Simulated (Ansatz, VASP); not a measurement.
**Cross-check of MgO (Periclase) between VASP and Ansatz**

Aim: how closely do two programs agree when they are given the same cell, functional and k mesh?

Main program and level: Ansatz 0.2.0; plane waves, with VASP 6.6.1 beside it; single point at HSE06 and single point at PBE-EpsX with an exact-exchange share of 0.318.

The database entry behind the starting cell differs from later determinations by our own check (about 0.1 % long), so it need not match the best structure at ambient conditions.

## Step 1: The structure

Symmetry: Fm-3m, No. 225, cubic system. Conventional cell: a = 4.217 Å, b = 4.217 Å, c = 4.217 Å, α = 90.00°, β = 90.00°, γ = 90.00°. Nearest to Mg lie 6 O at 2.11 Å. O has 6 Mg at 2.11 Å nearest. Farther neighbours and most contacts between anions are not listed.

As a file:

```cif
data_structure
_symmetry_space_group_name_H-M 'Fm-3m'
_symmetry_Int_Tables_number 225
_cell_length_a 4.2170
_cell_length_b 4.2170
_cell_length_c 4.2170
_cell_angle_alpha 90.000
_cell_angle_beta 90.000
_cell_angle_gamma 90.000
_cell_volume 74.99
loop_
_atom_site_label
_atom_site_type_symbol
_atom_site_symmetry_multiplicity
_atom_site_Wyckoff_symbol
_atom_site_fract_x
_atom_site_fract_y
_atom_site_fract_z
_atom_site_occupancy
Mg1 Mg 4 a 0.00000 0.00000 0.00000 1
O1 O 4 b 0.50000 0.00000 0.00000 1
```

## Step 2: Ansatz: single point, HSE06

Ansatz runs on its default PAW (the set named soft_2) files.

With cell and atoms fixed, the geometry can't cause a difference; cores, projectors, grids and the points listed under the comparison can.

input.yaml

```yaml
crystal:
  lattice:
    - [0.0, 2.1085, 2.1085]
    - [2.1085, 0.0, 2.1085]
    - [2.1085, 2.1085, 0.0]
  atoms:
    - { symbol: Mg, position: [0.0, 0.0, 0.0] }
    - { symbol: O, position: [0.5, 0.5, 0.5] }
hamiltonian:
  xc: { exchange: pbe, correlation: pbe, exx: { coeff: 0.25, omega: 0.2 } }
  pseudopotentials: { kind: paw }
kpoints:
  mp_grid: { grid: [8, 8, 8] }
scf:
  occupations: { method: gaussian, width: 0.01 }
  n_extra_bands: 4
output:
  forces: true
  stress: true
  eigenvalues: true
```

The run is started by

```
ansatz run input.yaml --threads 4 --pin off --max-ram 9216MiB --backend cpu --events-out ev --progress --plain --runs-dir out
```

Numbers of over 12 decimals in the logs are rounded to 6 here.

The program printed:

```text
Warning: output.stress: scf.convergence.dr2_threshold = 1e-7 eV (the SCF's general default) is looser than the 2e-10 eV advised for a printed stress (1e-10 eV for each atom of the cell: 2). What an SCF threshold leaves in a stress goes as its square root, and in the free energy as the threshold itself, and one threshold admits the most on a small cell: [figures from the program's tests cut] Set scf.convergence.dr2_threshold to 2e-10 eV or tighter. The threshold is an SCF's pass mark: one that does not reach it within its budget of iterations ends unconverged, or closes short of it on a stop that the run arms, and scf.convergence.dr2_threshold's page says what that costs each kind of run
Warning: output.stress: scf.exx.energy_threshold = 1e-6 eV is looser than the 2e-8 eV advised for a stress under a hybrid functional (1e-8 eV for each atom of the cell: 2). Every SCF of the exchange loop can meet its threshold on dr2 while the loop round them stops early: no threshold on dr2 bounds what that leaves in the stress. Set scf.exx.energy_threshold to 2e-8 eV or tighter. The threshold is the loop's pass mark: a loop that does not reach it within its budget of cycles ends unconverged, and scf.exx.energy_threshold's page has the law
scf.n_extra_bands = 4 over 8 filled bands (N_el = 16.0): the run solves 12 bands
Engine: ansatz 0.2.0, aarch64-unknown-linux-gnu
Pseudopotentials: kind: paw
Pseudopotential: Mg, paw, valence charge 10, recommended cutoff 420 eV (normal), Mg.paw.azcp
Pseudopotential: O, paw, valence charge 6, recommended cutoff 420 eV (normal), O.paw.azcp
Functional definition: unnamed
  parameter a_1 = 0.25
  parameter omega_1 = 0.2/angstrom
  exchange = pbe_x + (-a_1)*pbe_x_sr(omega_1) + a_1*exact_x_sr(omega_1)
  correlation = pbe_c
Crystal: 2 atoms, lattice volume = 18.748 Å³
Basis set: ecut = 420 eV, 339 PW (Γ), exchange–correlation on 40×40×40 points (8 copies of the dense FFT grid, shifted against one another)
Bands: 12, of which v1, the nominal top of the filled ones, is band 8 counted from 1 (7 counted from 0)
Symmetry: 48 space group operations
Space group: Fm-3m (ITA 225), of the structure as read, at distance tolerance 2.7e-5 Å
k-points: 29 of 512
Non-local potential: Mg, projectors of the file, l = 0: 3, l = 1: 2, l = 2: 1
Non-local potential: O, projectors of the file, l = 0: 2, l = 1: 2, l = 2: 1
PAW form: soft (Blöchl's): semilocal exchange-correlation on the pseudo side does not see the compensation charge
PAW frozen core: Mg, regenerated for the run's functional, and the local potential with it (the file was generated under x = pbe(κ = 0.804, μ = 0.219515), c = pbe(β = 0.066725))
PAW frozen core: O, regenerated for the run's functional, and the local potential with it (the file was generated under x = pbe(κ = 0.804, μ = 0.219515), c = pbe(β = 0.066725))
PAW one-centre angular grid: Mg, 110 points (default); XC on 96 Gauss nodes
PAW one-centre angular grid: O, 110 points (default); XC on 96 Gauss nodes
Initial density: superposition of atomic densities (neutral atoms: chi_scale 0, normalization atom), corrected by the library's trained network
Initial wavefunctions: pseudopotential atomic-orbital guess
Functional: x = pbe(κ = 0.804, μ = 0.219515), c = pbe(β = 0.066725), warm-up for x = pbe(κ = 0.804, μ = 0.219515) + 0.25 (exact − pbe) at short range (hse, ω = 0.2 Å⁻¹), c = pbe(β = 0.066725)
SCF iter   1: F=—  HF=-2494.133353 eV  |F-HF|=—  |Δ(HF+E_count)|=         —  Δρ=6.28e-4  dr2=2.35e-5  ethr=1.77e-3  ⟨swp⟩=2.0  Hψ=2264  notcnv=0
preconditioner: auto → none  [insulator: Δε(μ)=4.706 eV  Ē_g=18.504 eV  σ=0.010 eV  W_gap=1.00  n_scr=8 (ndim 8)  ℏωp=24.3 eV  f_vac=0.000  D(μ)=0.00/eV (n_scr^D=0)]
SCF iter   2: F=-2494.133507 eV  HF=-2494.133468 eV  |F-HF|=3.91e-5  |Δ(HF+E_count)|=   1.15e-4  Δρ=2.94e-4  dr2=3.54e-6  ethr=1.47e-7  ⟨swp⟩=3.9  Hψ=871  notcnv=0  defer=6
SCF 1 stopped early in 2 iterations: F = -2494.133507 eV  dr2 = 3.54e-6
  greatest PAW one-centre occupation: 1.000 electrons in one spin orbital (limit 2), on the Mg atom at site 0 (counted from 0), in its partial waves of l = 0
Initial density: handed on by an earlier stage of this run
Initial wavefunctions: those handed on with the density
Functional: x = pbe(κ = 0.804, μ = 0.219515) + 0.25 (exact − pbe) at short range (hse, ω = 0.2 Å⁻¹), c = pbe(β = 0.066725)
Exchange kernel: α = 0.2500, screened, ω = 0.2000 Å⁻¹, Wigner–Seitz truncation, v(0) = 1130.3420 eV·Å³, q-mesh 8×8×8, nearest image of the exchange supercell L = 23.85 Å, pair-density grid 12×12×12, without the augmentation charges, whose exchange is taken in its separable form by FFT convolution over the k-point mesh (sized by the pseudopotential files, 18×18×18 at the most), smooth part of the exact exchange by density-matrix convolution
Frozen-core exchange: fock
SCF iter   1: F=—  HF=-2494.350133 eV  |F-HF|=—  |Δ(HF+E_count)|=         —  Δρ=7.73e-3  dr2=5.82e-3  ethr=2.21e-7  ⟨swp⟩=6.0  Hψ=1660  notcnv=0
preconditioner: auto → none  [insulator: Δε(μ)=6.427 eV  Ē_g=21.056 eV  σ=0.010 eV  W_gap=1.00  n_scr=8 (ndim 8)  ℏωp=24.3 eV  f_vac=0.000  D(μ)=0.00/eV (n_scr^D=0)]
SCF iter   2: F=—  HF=-2494.347854 eV  |F-HF|=—  |Δ(HF+E_count)|=   2.28e-3  Δρ=3.81e-3  dr2=1.21e-3  ethr=2.21e-7  ⟨swp⟩=4.0  Hψ=969  notcnv=0
SCF iter   3: F=—  HF=-2494.350923 eV  |F-HF|=—  |Δ(HF+E_count)|=   3.07e-3  Δρ=1.48e-3  dr2=4.54e-4  ethr=2.21e-7  ⟨swp⟩=4.0  Hψ=1072  notcnv=0
SCF iter   4: F=—  HF=-2494.350807 eV  |F-HF|=—  |Δ(HF+E_count)|=   1.16e-4  Δρ=5.43e-4  dr2=5.58e-5  ethr=2.21e-7  ⟨swp⟩=4.0  Hψ=1025  notcnv=0
iter 5 solved again at ethr=2.62e-9 eV; its pass at ethr=2.21e-7 eV (dr2=4.20e-7 eV) is discarded
SCF iter   5: F=—  HF=-2494.350794 eV  |F-HF|=—  |Δ(HF+E_count)|=   1.30e-5  Δρ=7.42e-5  dr2=3.95e-6  ethr=2.62e-9  ⟨swp⟩=2.6  Hψ=1272  notcnv=0
SCF iter   6: F=-2494.350813 eV  HF=-2494.350817 eV  |F-HF|=4.16e-6  |Δ(HF+E_count)|=   2.29e-5  Δρ=9.94e-5  dr2=2.12e-6  ethr=2.54e-9  ⟨swp⟩=3.8  Hψ=794  notcnv=0
SCF 2 stopped early in 6 iterations: F = -2494.350813 eV  dr2 = 2.12e-6
hybrid outer 1: dexx = +3.466e-3 eV, tail = 3.75e-5 eV
Exchange kernel: α = 0.2500, screened, ω = 0.2000 Å⁻¹, Wigner–Seitz truncation, v(0) = 1130.3420 eV·Å³, q-mesh 8×8×8, nearest image of the exchange supercell L = 23.85 Å, pair-density grid 12×12×12, without the augmentation charges, whose exchange is taken in its separable form by FFT convolution over the k-point mesh (sized by the pseudopotential files, 18×18×18 at the most), smooth part of the exact exchange by density-matrix convolution
Frozen-core exchange: fock
SCF iter   1: F=—  HF=-2494.350781 eV  |F-HF|=—  |Δ(HF+E_count)|=         —  Δρ=7.24e-5  dr2=8.52e-7  ethr=1.17e-6  ⟨swp⟩=2.2  Hψ=702  notcnv=0
preconditioner: auto → none  [insulator: Δε(μ)=6.469 eV  Ē_g=21.048 eV  σ=0.010 eV  W_gap=1.00  n_scr=8 (ndim 8)  ℏωp=24.3 eV  f_vac=0.000  D(μ)=0.00/eV (n_scr^D=0)]
SCF iter   2: F=—  HF=-2494.350780 eV  |F-HF|=—  |Δ(HF+E_count)|=   2.55e-7  Δρ=1.78e-5  dr2=4.68e-8  ethr=5.15e-9  ⟨swp⟩=3.4  Hψ=818  notcnv=0
SCF iter   3: F=—  HF=-2494.350781 eV  |F-HF|=—  |Δ(HF+E_count)|=   1.72e-7  Δρ=1.48e-5  dr2=2.88e-8  ethr=1.34e-10  ⟨swp⟩=4.1  Hψ=987  notcnv=0
SCF iter   4: F=-2494.350781 eV  HF=-2494.350781 eV  |F-HF|=2.34e-10  |Δ(HF+E_count)|=   1.03e-8  Δρ=1.66e-6  dr2=6.41e-10  ethr=1.34e-10  ⟨swp⟩=3.0  Hψ=681  notcnv=0
SCF 3 converged in 4 iterations: F = -2494.350781 eV  dr2 = 6.41e-10
  Residual-converged pass: ⟨swp⟩=2.9  Hψ=632  notcnv=0  max |occ|·‖R‖ = 2.4e-6 eV (tolerance 2.4e-6 eV)  dr2=6.34e-10  dr2_onsite=7.40e-11  max |Δocc| = 0.0e0
hybrid outer 2: dexx = +1.384e-7 eV, tail = 1.07e-8 eV, Δε = 3.66e-3 eV (about 1.35e-4 eV left of the loop's levels)
hybrid SCF converged: 2 outer / 10 inner (+2 warm-up), last move |dexx| = 1.38e-7 eV, tail = 1.07e-8 eV
Stability not checked: this state was not tested for a lower state beside it, because the functional holds exact exchange (a hybrid, or Hartree-Fock), whose exchange loop this test does not read (fock_operator; see scf.lower_state_search)
Free energy (F): -2494.350781 eV
Frozen-core exchange: fock
Harris-Foulkes:  -2494.350781 eV  (|F-HF|=2.34e-10)
Internal energy: -2494.350781 eV  (E = F + TS)
E sigma→0 (E₀):  -2494.350781 eV
Fermi energy:    10.059997 eV
--- Per-component energies (eV) ---
  E_band       = -340.961522
  E_kinetic    = 256.731484
  E_local      = -1604.965427  (includes V_loc(G=0)·N_el)
  E_nonlocal   = 141.072605
  E_hartree    = 556.110592
  E_xc         = -84.718243
  E_vxc        = -107.597896  (∫ρ·V_xc dr)
  E_exx        = -71.731081  (= α·E_x^exact, valence–valence)
  E_paw        = -398.934776  (= ΣΔE_a)
  E_vpaw       = 5.036009  (= ΣTr[D̂ρ^β])
  E_aug_tail   = 0.002496  (compensation charges beyond the density's cutoff)
  E_ewald      = -1287.856876
  E_core_change = -0.061555  (= ΣΔE_core)
  E_smearing   = -0.000000  (= −TS)
  E_closure    = 0.000001  (closes the sum)
  Σ components = -2494.350781   (vs F -2494.350781, Δ=-4.55e-13)
--- Forces (eV/Å), atoms counted from 1 ---
  atom   1  Mg    -0.00000000     0.00000000     0.00000000
  atom   2  O      0.00000000     0.00000000    -0.00000000
  max |Σ_I F_I| component: 6.90e-30 eV/Å
--- Stress (GPa, compression-positive) ---
       -1.826374       0.000000       0.000000
       -0.000000      -1.826374       0.000000
        0.000000       0.000000      -1.826374
  P = ⅓ Tr σ = -1.8264 GPa (-18.264 kbar)
--- Band table (eV; the first three rows and the last of 29) ---
  k-point 0: bands = [... 4 lower, -11.9720, 6.8260, 6.8260, 6.8260, 13.2940, 24.6121, 24.6121, 24.6121]
  k-point 1: bands = [... 4 lower, -11.7959, 5.8553, 6.7144, 6.7144, 14.2226, 22.8958, 24.9909, 24.9909]
  k-point 2: bands = [... 4 lower, -11.3405, 4.0380, 6.4575, 6.4575, 15.7455, 21.3963, 25.5302, 25.5302]
  k-point 28: bands = [... 4 lower, -10.3014, 3.6916, 3.6916, 4.9424, 20.4992, 20.4992, 21.0823, 24.4941]
```

Elapsed: 4.7 s, on 4 threads of Arm Neoverse V2, shared host; peak memory 0.87 GiB; 15 s of CPU time.

Reading the cycles: dr2 is the Hartree energy of the density residual (eV), the measure of convergence; HF is the Harris–Foulkes estimate of the energy, which meets the free energy F at convergence.

The run ends at a pressure of -1.83 GPa.

## Step 3: VASP: single point, HSE06

The same cell, functional, mesh and smearing now go to VASP, with its own data sets and cutoff.

Lines of VASP's logs that name or quote its potential files are left out, and so is its time.

The run reads the wave functions of an earlier VASP run, which isn't shown here.

INCAR

```
SYSTEM = MgO
PREC = Accurate
ENCUT = 420
EDIFF = 1E-08
NELM = 100
ISMEAR = 0
SIGMA = 0.01
LREAL = .FALSE.
ALGO = Normal
LHFCALC = .TRUE.
AEXX = 0.25
GGA = PE
HFSCREEN = 0.2
LASPH = .TRUE.
NBANDS = 10
PRECFOCK = Fast
LORBIT = 11
LWAVE = .TRUE.
LCHARG = .FALSE.
KPAR = 8
```

POSCAR

```
MgO
1.0
    0.0000000000      2.1085000000      2.1085000000
    2.1085000000      0.0000000000      2.1085000000
    2.1085000000      2.1085000000      0.0000000000
Mg O
1 1
Direct
    0.0000000000      0.0000000000      0.0000000000
    0.5000000000      0.5000000000      0.5000000000
```

KPOINTS

```
Automatic mesh
0
Gamma
8 8 8
0 0 0
```

Potentials, in the order of the species: Mg and O (PBE family, release 64).

The run is started by

```
mpirun -np 8 vasp_std
```

The program printed:

```text
[banner, memory and clock lines left out]
running    8 mpi-ranks, on    1 nodes
 distrk:  each k-point on    1 cores,    8 groups
 distr:  one band on    1 cores,    1 groups

 POSCAR found type information on POSCAR MgO
 POSCAR found :  2 types and       2 ions
|                                                                             |
|           W    W    AA    RRRRR   N    N  II  N    N   GGGG   !!!           |
|           W    W   A  A   R    R  NN   N  II  NN   N  G    G  !!!           |
|           W    W  A    A  R    R  N N  N  II  N N  N  G       !!!           |
|           W WW W  AAAAAA  RRRRR   N  N N  II  N  N N  G  GGG   !            |
|           WW  WW  A    A  R   R   N   NN  II  N   NN  G    G                |
|           W    W  A    A  R    R  N    N  II  N    N   GGGG   !!!           |
|                                                                             |
|     For optimal performance we recommend to set                             |
|       NCORE = 2 up to number-of-cores-per-socket                            |
|     NCORE specifies how many cores store one orbital (NPAR=cpu/NCORE).      |
|     This setting can greatly improve the performance of VASP for DFT.       |
|     The default, NCORE=1 might be grossly inefficient on modern             |
|     multi-core architectures or massively parallel machines. Do your        |
|     Unfortunately you need to use the default for GW and RPA                |
|     calculations (for HF NCORE is supported but not extensively tested      |
|     yet).                                                                   |
|                                                                             |

 LDA part: xc-table for (Slater+PW92), standard interpolation
 found WAVECAR, reading the header
 POSCAR, INCAR and KPOINTS ok, starting setup
 FFT: planning ... GRIDC
 FFT: planning ... GRID_SOFT
 FFT: planning ... GRID
 reading WAVECAR
 the WAVECAR file was read successfully
 initial charge from wavefunction
 entering main loop
       N       E                     dE             d eps       ncg     rms          rms(c)
DAV:   1    -0.142604432840E+02   -0.14260E+02   -0.90057E-01   580   0.632E+00    0.729E-01
DAV:   2    -0.142488890636E+02    0.11554E-01   -0.30728E-02   614   0.150E+00    0.317E-01
DAV:   3    -0.142476801068E+02    0.12090E-02   -0.14274E-02   600   0.714E-01    0.223E-01
DAV:   4    -0.142475026106E+02    0.17750E-03   -0.20671E-04   618   0.112E-01    0.139E-01
DAV:   5    -0.142473055508E+02    0.19706E-03   -0.21706E-04   592   0.132E-01    0.686E-02
DAV:   6    -0.142472605089E+02    0.45042E-04   -0.30287E-05   604   0.572E-02    0.373E-02
DAV:   7    -0.142472422732E+02    0.18236E-04   -0.61061E-06   608   0.221E-02    0.224E-02
DAV:   8    -0.142472362272E+02    0.60460E-05   -0.31177E-06   606   0.150E-02    0.137E-02
DAV:   9    -0.142472343517E+02    0.18754E-05   -0.72299E-07   610   0.930E-03    0.819E-03
DAV:  10    -0.142472337254E+02    0.62632E-06   -0.23752E-07   606   0.586E-03    0.479E-03
DAV:  11    -0.142472335453E+02    0.18010E-06   -0.86734E-08   608   0.348E-03    0.281E-03
DAV:  12    -0.142472335278E+02    0.17479E-07   -0.32009E-08   606   0.202E-03    0.168E-03
DAV:  13    -0.142472335155E+02    0.12360E-07   -0.12049E-08   598   0.122E-03    0.102E-03
DAV:  14    -0.142472335258E+02   -0.10357E-07   -0.42938E-09   310   0.753E-04    0.617E-04
DAV:  15    -0.142472335355E+02   -0.96749E-08   -0.17324E-09   308   0.507E-04
   1 F= -.14247234E+02 E0= -.14247234E+02  d E =-.166408E-25
 writing wavefunctions
```

(Part 1 of 2 ends here.)

[Lines on the potential files, build, host, timing and source positions are cut from VASP's logs without a mark.]

[Logs are printed without paths, hosts, clocks, repeated set-up lines and the standing remarks that a program may print on its own settings, such as how far it seeks lower states.]

[Hosts, paths, dates, database ids (printed as entryN), source tags and the programs' standing remarks are cut or masked in the printed files.]
